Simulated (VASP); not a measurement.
# Ba (C2/c) in VASP: notebook

Runs on Ba. Level: RPBE. Tasks: single point.

Everything below comes from runs of VASP 6.6.1. Logs are shortened: lines on timing, memory, paths and dates and some standing lists are left out, and cuts for length are marked.

## (1) Starting point

The structure is tetragonal, space group I4_1/amd (No. 141). Conventional cell: a = 7.890 Å, b = 7.890 Å, c = 4.266 Å, α = 90.00°, β = 90.00°, γ = 90.00°. Ba (site symmetry -4m2) is surrounded by 6 Ba at 4.09 to 4.27 Å.

This isn't the form of Ba at room conditions, which is bcc.

## (2) Single point, RPBE

Contents of INCAR:

```
SYSTEM = Ba
PREC     = Accurate       ! precision mode
ENCUT    = 520            ! plane-wave cutoff, eV
EDIFF    = 1E-7           ! SCF threshold, eV
ISMEAR   = -1             ! smearing method
SIGMA    = 0.1            ! smearing width, eV
LREAL    = .False.        ! projectors in reciprocal space
LASPH    = .True.         ! aspherical terms in the spheres
NELM     = 80             ! most SCF steps
ALGO     = Fast           ! electronic algorithm
ISIF     = 2              ! what is computed and relaxed
LWAVE    = .False.        ! write WAVECAR
LCHARG   = .False.        ! write CHGCAR
GGA      = RP             ! functional
NBANDS   = 17             ! bands
```

Contents of KPOINTS:

```
regular mesh
0
Gamma
  14 14 9
  0 0 0
```

Contents of POSCAR:

```
Ba
1.0
   -3.9449173292      3.9441919769      2.1329124101
    3.9441919769     -3.9449173292      2.1329124101
    3.9454742792      3.9454742792     -2.1342408942
Ba
2
Direct
    0.9999833809      0.0000166191      1.0000000000
    0.7500166191      0.2499833809      0.5000000000
```

Potentials or basis: VASP PAW PBE potentials, release 64 (Ba_sv).

Launch:

```
cat potpaw_PBE.64/Ba_sv/POTCAR > POTCAR
mpirun -np 1 vasp_std > vasp.out
```

OUTCAR:

```text
SYSTEM = Ba
   PREC = Accurate
   ENCUT = 520
   EDIFF = 1E-7
   ISMEAR = -1
   LREAL = .False.
   LASPH = .True.
   NELM = 80
   ISIF = 2
   GGA = RP

 ion  position               nearest neighbor table
   1  1.000  0.000  0.000-   2 4.09   2 4.09   2 4.09   2 4.09
   2  0.750  0.250  0.500-   1 4.09   1 4.09   1 4.09   1 4.09

  Warning from LATTYP: Got some problem with cell dimensions!
  Tried to take original basis but could not verify dimensions!
  LATTYP: Found a base centered monoclinic cell.
 ALAT       =     4.2658249435
 B/A-ratio  =     2.6154109752
 C/A-ratio  =     1.3999824114
 COS(beta)  =    -0.3567002433

  Lattice vectors:

 A1 = (   3.9449173292,  -3.9441919769,  -2.1329124101)
 A2 = (  -3.9441919769,   3.9449173292,  -2.1329124101)
 A3 = (   3.9447489269,   3.9447489269,   2.1315839260)

Analysis of symmetry for initial positions (statically):
=====================================================================
 Subroutine PRICEL returns:
 Original cell was already a primitive cell.

 Routine SETGRP: Setting up the symmetry group for a
 base centered monoclinic supercell.

 Subroutine GETGRP returns: Found  4 space group operations
 (whereof  2 operations were pure point group operations)
 out of a pool of  4 trial point group operations.

The static configuration has the point symmetry C_2 .
 The point group associated with its full space group is C_2h.

Analysis of symmetry for dynamics (positions and initial velocities):
=====================================================================
 Subroutine PRICEL returns:
 Original cell was already a primitive cell.

 Routine SETGRP: Setting up the symmetry group for a
 base centered monoclinic supercell.

 Subroutine GETGRP returns: Found  4 space group operations
 (whereof  2 operations were pure point group operations)
 out of a pool of  4 trial point group operations.

The dynamic configuration has the point symmetry C_2 .
 The point group associated with its full space group is C_2h.

 Subroutine INISYM returns: Found  4 space group operations
 (whereof  2 operations are pure point group operations),
 and found     1 'primitive' translations

----------------------------------------------------------------------------------------

                                     Primitive cell

  volume of cell :     132.7670

  direct lattice vectors                    reciprocal lattice vectors
    -3.944917329  3.944191977  2.132912410     0.000030526  0.126787548  0.234442817
     3.944191977 -3.944917329  2.132912410     0.126787548  0.000030526  0.234442817
     3.945474279  3.945474279 -2.134240894     0.126739134  0.126739134  0.000043101

  length of vectors
     5.972297584  5.972297584  5.973986840     0.266530519  0.266530519  0.179236208

  position of ions in fractional coordinates (direct lattice)
     0.999983381  0.000016619  1.000000000
     0.750016619  0.249983381  0.500000000

  ion indices of the primitive-cell ions
   primitive index   ion index
                 1           1
                 2           2

----------------------------------------------------------------------------------------

 KPOINTS: regular mesh

Automatic generation of k-mesh.
 Grid dimensions read from file:
 generate k-points for:   14   14    9

 Generating k-lattice:

  Cartesian coordinates                     Fractional coordinates (reciprocal lattice)
     0.000002180  0.009056253  0.016745916     0.071428571  0.000000000  0.000000000
     0.009056253  0.000002180  0.016745916     0.000000000  0.071428571  0.000000000
     0.014082126  0.014082126  0.000004789     0.000000000  0.000000000  0.111111111

  Length of vectors
     0.019037894  0.019037894  0.019915134

  Shift w.r.t. Gamma in fractional coordinates (k-lattice)
     0.000000000  0.000000000  0.000000000

 Subroutine IBZKPT returns following result:
 ===========================================

 Found    477 irreducible k-points:

 Following reciprocal coordinates:
            Coordinates               Weight
  0.000000  0.000000  0.000000      1.000000
  0.071429  0.000000  0.000000      4.000000
  0.142857  0.000000 -0.000000      4.000000
  0.214286  0.000000 -0.000000      4.000000
  0.285714  0.000000 -0.000000      4.000000
  0.357143  0.000000 -0.000000      4.000000
[... 16 lines left out ...]
  0.214286  0.142857 -0.000000      4.000000
  0.285714  0.142857 -0.000000      4.000000
 [... further k-points ...]
   k-points           NKPTS =    477   k-points in BZ     NKDIM =    477   number of bands    NBANDS=     17
   number of dos      NEDOS =    301   number of ions     NIONS =      2
   total plane-waves  NPLWV = 110592
   dimension x,y,z NGX =    48 NGY =   48 NGZ =   48
   dimension x,y,z NGXF=    96 NGYF=   96 NGZF=   96
   ions per type =               2
   NGX,Y,Z   is equivalent  to a cutoff of  13.36, 13.36, 13.36 a.u.
   NGXF,Y,Z  is equivalent  to a cutoff of  26.72, 26.72, 26.72 a.u.
 SYSTEM =  Ba
   PREC   = accura    normal or accurate (medium, high low for compatibility)
   ISTART =      0    job   : 0-new  1-cont  2-samecut
   ICHARG =      2    charge: 1-file 2-atom 10-const
   ISPIN  =      1    spin polarized calculation?
   LNONCOLLINEAR =      F non collinear calculations
   LSORBIT =      F    spin-orbit coupling
   LASPH  =      T    aspherical Exc in radial PAW
   ENCUT  =  520.0 eV  38.22 Ry    6.18 a.u.  11.10 11.10 11.11*2*pi/ulx,y,z
   NELM   =     80;   NELMIN=  2; NELMDL= -5     # of ELM steps
   EDIFF  = 0.1E-06   stopping-criterion for ELM
   LREAL  =      F    real-space projection
   EDIFFG = 0.1E-05   stopping-criterion for IOM
   NSW    =      0    number of steps for IOM
   IBRION =     -1    ionic relax: 0-MD 1-quasi-New 2-CG
   NFREE  =      0    steps in history (QN), initial steepest desc. (CG)
   ISIF   =      2    stress and relaxation
   ISYM   =      2    0-nonsym 1-usesym 2-fastsym
   POTIM  = 0.5000    time-step for ionic-motion
   TEBEG  =    0.0;   TEEND  =   0.0 temperature during run
   PSTRESS=    0.0 pullay stress
   NELECT =      20.0000    total number of electrons
   NUPDOWN=      -1.0000    fix difference up-down
   EMIN   =  10.00;   EMAX   =-10.00  energy-range for DOS
   EFERMI =   0.00;   METHOD = LEGACY
   ISMEAR =    -1;   SIGMA  =   0.10  broadening in eV -4-tet -1-fermi 0-gaus
   EFERMI_NEDOS =   21; number of points for ismear=-14 and -15
   IALGO  =     68    algorithm
   IMIX   =      4    mixing-type and parameters
     AMIX     =   0.40;   BMIX     =  1.00
     AMIX_MAG =   1.60;   BMIX_MAG =  1.00
  volume/ion in A,a.u.               =      66.38       447.98
  Fermi-wavevector in a.u.,A,eV,Ry     =   0.871073  1.646090 10.323677  0.758769
  Thomas-Fermi vector in A             =   1.990129
   LORBIT       =      0    0 simple, 1 ext, 2 COOP (PROOUT), +10 PAW based schemes
   GGA     = RP    functional components
   LHFCALC =     F    Hartree Fock is set to
   AEXX    =    0.0000 exact exchange contribution
   IVDW    =     0    specifies the selected vdW correction
   LEPSILON=     F    determine dielectric tensor
   LRPA    =     F    only Hartree local field effects (RPA)
 non-spin polarized calculation
 RMM-DIIS sequential band-by-band and
  energy-cutoff  :      520.00
  volume of cell :      132.77
 maximum number of plane-waves:      3598
 NGX is ok and might be reduce to    48
   NGX = 23   NGY = 23   NGZ = 23

 number of electron      20.0000000 magnetization

 Free energy of the ion-electron system (eV)
  ---------------------------------------------------
  ext. energy  EPLUGINS =         0.00000000
  ---------------------------------------------------
  free energy    TOTEN  =        -3.03662282 eV

  energy without entropy =       -2.94752330  energy(sigma->0) =       -2.99207306

 E-fermi :   1.5207     XC(G=0):  -7.1197

 val. band max:        1.5181330132   @ k =  -0.2143  -0.2857   0.3333
 cond. band min:       1.5217310424   @ k =   0.2143   0.2143   0.2222
 fundamental gap:      0.0035980293
 Fermi energy:         1.5206576532

 k-point     1 :       0.0000    0.0000    0.0000
  band No.  band energies     occupation
      1     -27.6383      2.00000
      2     -27.5577      2.00000
      3     -13.0030      2.00000
      4     -13.0029      2.00000
      5     -12.6039      2.00000
      6     -12.5979      2.00000
[... 9 lines left out ...]
     16       4.4792      0.00000
     17       4.4888      0.00000

 k-point     2 :       0.0714    0.0000    0.0000
  band No.  band energies     occupation
      1     -27.6363      2.00000
      2     -27.5574      2.00000
      3     -13.0013      2.00000
      4     -12.9950      2.00000
      5     -12.6242      2.00000
      6     -12.6172      2.00000
[... 9 lines left out ...]
     16       4.7441      0.00000
     17       4.7955      0.00000

 k-point     3 :       0.1429    0.0000   -0.0000
  band No.  band energies     occupation
      1     -27.6306      2.00000
      2     -27.5567      2.00000
      3     -12.9965      2.00000
      4     -12.9731      2.00000
      5     -12.6783      2.00000
      6     -12.6679      2.00000
[... 9 lines left out ...]
     16       4.3627      0.00000
     17       4.5723      0.00000

 k-point     4 :       0.2143    0.0000   -0.0000
  band No.  band energies     occupation
      1     -27.6222      2.00000
      2     -27.5559      2.00000
      3     -12.9896      2.00000
      4     -12.9438      2.00000
      5     -12.7555      2.00000
      6     -12.7325      2.00000
[... 9 lines left out ...]
     16       3.9129      0.00000
     17       4.2683      0.00000
[... 343 lines left out ...]
      1     -27.6153      2.00000
      2     -27.5526      2.00000
      3     -12.9658      2.00000
      4     -12.9569      2.00000
      5     -12.8208      2.00000
      6     -12.8106      2.00000
[... 9 lines left out ...]
     16       3.9220      0.00000
     17       3.9759      0.00000

 k-point    23 :       0.2143    0.1429   -0.0000
  band No.  band energies     occupation
      1     -27.6063      2.00000
      2     -27.5523      2.00000
      3     -12.9773      2.00000
      4     -12.9450      2.00000
      5     -12.8784      2.00000
      6     -12.8556      2.00000
[... 9 lines left out ...]
     16       4.1415      0.00000
     17       4.5380      0.00000

 k-point    24 :       0.2857    0.1429   -0.0000
  band No.  band energies     occupation
      1     -27.5983      2.00000
      2     -27.5539      2.00000
      3     -13.0067      2.00000
      4     -12.9497      2.00000
      5     -12.9180      2.00000
      6     -12.8434      2.00000
[... 9 lines left out ...]
     16       4.3188      0.00000
     17       5.0290      0.00000

 [... further k-points ...]

------------------------ aborting loop because EDIFF is reached ----------------------------------------

  FORCE on cell =-STRESS in cart. coord.  units (eV):
  Direction    XX          YY          ZZ          XY          YZ          ZX
  --------------------------------------------------------------------------------------
  -------------------------------------------------------------------------------------
  Total        0.0596641      0.0596641      0.0392566      0.0004377      0.0000262      0.0000262
  in kB        0.7200011      0.7200011      0.4737325      0.0052821      0.0003164      0.0003164
  external PRESSURE =       0.6379116 kB  Pullay stress =       0.0000000 kB

 VOLUME and BASIS-vectors are now :
 -----------------------------------------------------------------------------
  energy-cutoff  :      520.00
  volume of cell :      132.77
      direct lattice vectors                 reciprocal lattice vectors
    -3.944917329  3.944191977  2.132912410     0.000030526  0.126787548  0.234442817
     3.944191977 -3.944917329  2.132912410     0.126787548  0.000030526  0.234442817
     3.945474279  3.945474279 -2.134240894     0.126739134  0.126739134  0.000043101

 POSITION                                       TOTAL-FORCE (eV/Angst)
 -----------------------------------------------------------------------------------
     -3.94479      3.94406      2.13291        -0.000096      0.000096      0.000000
     -0.00003      3.94478      1.06579         0.000096     -0.000096     -0.000000
 -----------------------------------------------------------------------------------
    total drift:                               -0.000000      0.000000     -0.000000

  FREE ENERGIE OF THE ION-ELECTRON SYSTEM (eV)
  ---------------------------------------------------
  free  energy   TOTEN  =        -3.0366228160 eV

  energy  without entropy=       -2.9475233042  energy(sigma->0) =       -2.99207306
```

It took 24 min on 1 thread of Intel Xeon Platinum 8488C (Sapphire Rapids), shared host; peak memory 1 GiB.

What came out:

```yaml
Free_energy: -3.0366 eV
Pressure: 0.1 GPa
Band_gap_on_the_k_mesh: none (metal or under the smearing width)
```

Levels at points of the mesh, in eV from the Fermi level:
```tsv
k point	band 8	band 9	band 10	band 11	band 12	band 13
(0.00, 0.00, 0.00)	-14.09	-2.57	-0.69	0.40	0.54	1.10
(0.50, 0.00, 0.00)	-14.07	-0.60	-0.36	0.26	0.93	1.18
(0.50, 0.50, 0.00)	-14.09	-1.10	-1.10	0.66	0.66	1.44
```

Caveat: the PAW data sets were made with another functional, which shifts forces and pressure a little. Spin-orbit coupling is left out, which matters for the levels of Ba.

## (3) Single point, RPBE

This run uses another cell than the first one, of 61.07 Å³/atom, 0.920 times its volume.

Edit INCAR of step 2 so:

```diff
@@ -3,3 +3,3 @@
 ENCUT    = 520            ! plane-wave cutoff, eV
-EDIFF    = 1E-7           ! SCF threshold, eV
+EDIFF    = 1E-6           ! SCF threshold, eV
 ISMEAR   = -1             ! smearing method
@@ -12,4 +12,6 @@
 LWAVE    = .False.        ! write WAVECAR
-LCHARG   = .False.        ! write CHGCAR
+LCHARG   = .True.         ! write CHGCAR
 GGA      = RP             ! functional
+LELF     = .True.         ! ELF
+LVHAR    = .True.       
 NBANDS   = 17             ! bands
```

Contents of KPOINTS:

```
Automatic mesh
0
Gamma
  10 10 7
  0 0 0
```

Contents of POSCAR:

```
Ba
1.0
   -3.8367825148      3.8360770452      2.0744467773
    3.8360770452     -3.8367825148      2.0744467773
    3.8373241980      3.8373241980     -2.0757388462
Ba
2
Direct
    0.9999833809      0.0000166191      1.0000000000
    0.7500166191      0.2499833809      0.5000000000
```

Potentials or basis: VASP PAW PBE potentials, release 64 (Ba_sv).

Launch:

```
cat potpaw_PBE.64/Ba_sv/POTCAR > POTCAR
mpirun -np 1 vasp_std > vasp.out
```

Wall time 8.2 min (1 thread of Intel Xeon Platinum 8488C (Sapphire Rapids), shared host); peak memory 0.55 GiB.

The run converged. Its results:

```yaml
Free_energy: -3.0116 eV
Pressure: 0.7 GPa
Band_gap_on_the_k_mesh: none (metal or under the smearing width)
```

Levels at points of the mesh, in eV from the Fermi level:
```
           k point  band 6  band 7  band 8  band 9  band 10  band 11  band 12  band 13  band 14  band 15
(0.00, 0.00, 0.00)  -13.94  -13.91  -13.91   -2.60    -0.82     0.42     0.53     1.13     2.96     2.96
(0.50, 0.00, 0.00)  -14.14  -14.08  -13.88   -0.62    -0.44     0.28     1.01     1.39     1.91     1.96
(0.50, 0.50, 0.00)  -14.22  -13.91  -13.91   -1.04    -1.04     0.67     0.67     1.57     1.58     2.29
```

Caveat: the PAW data sets were made with another functional, which shifts forces and pressure a little. Spin-orbit coupling is left out, which matters for the levels of Ba.

## (4) Single point, RPBE

This run uses another cell than the first one, of 71.69 Å³/atom, 1.080 times its volume.

Contents of INCAR:

```
SYSTEM = Ba
ALGO = Fast ; EDIFF = 1E-6
ENCUT = 520 ; GGA = RP
ISIF = 2 ; ISMEAR = -1
LASPH = .True. ; LCHARG = .False.
LREAL = .False. ; LWAVE = .False.
NBANDS = 17 ; NELM = 60
PREC = Accurate ; SIGMA = 0.1
```

Contents of KPOINTS:

```
k-points
0
Gamma
  10 10 7
  0 0 0
```

Contents of POSCAR:

```
Ba
1.0
   -4.0474282468      4.0466840457      2.1883373505
    4.0466840457     -4.0474282468      2.1883373505
    4.0479996694      4.0479996694     -2.1897003561
Ba
2
Direct
    0.9999833809      0.0000166191      1.0000000000
    0.7500166191      0.2499833809      0.5000000000
```

Launch:

```
cat potpaw_PBE.64/Ba_sv/POTCAR > POTCAR
mpirun -np 1 vasp_std > vasp.out
```

Run time: 12 min. Hardware: 1 thread of Intel Xeon Platinum 8488C (Sapphire Rapids), shared host; peak memory 0.6 GiB.

The run converged. Its results:

```
Free energy            : -3.0251 eV
Pressure               : -0.4 GPa
Band gap on the k mesh : none (metal or under the smearing width)
```

Levels at points of the mesh, in eV from the Fermi level:
| k point | band 8 | band 9 | band 10 | band 11 | band 12 | band 13 |
| --- | --- | --- | --- | --- | --- | --- |
| (0.00, 0.00, 0.00) | -14.26 | -2.54 | -0.59 | 0.37 | 0.53 | 1.06 |
| (0.50, 0.00, 0.00) | -14.24 | -0.59 | -0.29 | 0.23 | 0.86 | 1.01 |
| (0.50, 0.50, 0.00) | -14.26 | -1.15 | -1.15 | 0.64 | 0.64 | 1.32 |

Caveat: the PAW data sets were made with another functional, which shifts forces and pressure a little. Spin-orbit coupling is left out, which matters for the levels of Ba.

## (5) The runs side by side

| cell | k mesh | further INCAR settings | gap on the mesh (eV) | pressure (GPa) |
| --- | --- | --- | --- | --- |
| C2/c, 66.38 Å³/atom | 14 × 14 × 9 | ALGO = Fast; EDIFF = 1e-07; NBANDS = 17 | none | 0.1 |
| C2/c, 61.07 Å³/atom | 10 × 10 × 7 | ALGO = Fast; EDIFF = 1e-06; NBANDS = 17 | none | 0.7 |
| C2/c, 71.69 Å³/atom | 10 × 10 × 7 | ALGO = Fast; EDIFF = 1e-06; NBANDS = 17 | none | -0.4 |

Alike in all rows: task single point; level RPBE; potentials or basis VASP PAW PBE potentials, release 64 (Ba_sv); no spin polarisation; cutoff (eV) 520; smearing fermi-dirac 0.1 eV.

Every run on the cell as given and a fine mesh finds a metal.

Caveats: the PAW data sets were made with another functional, which shifts forces and pressure a little.

Absolute energies hang on the potentials; compare differences alone.
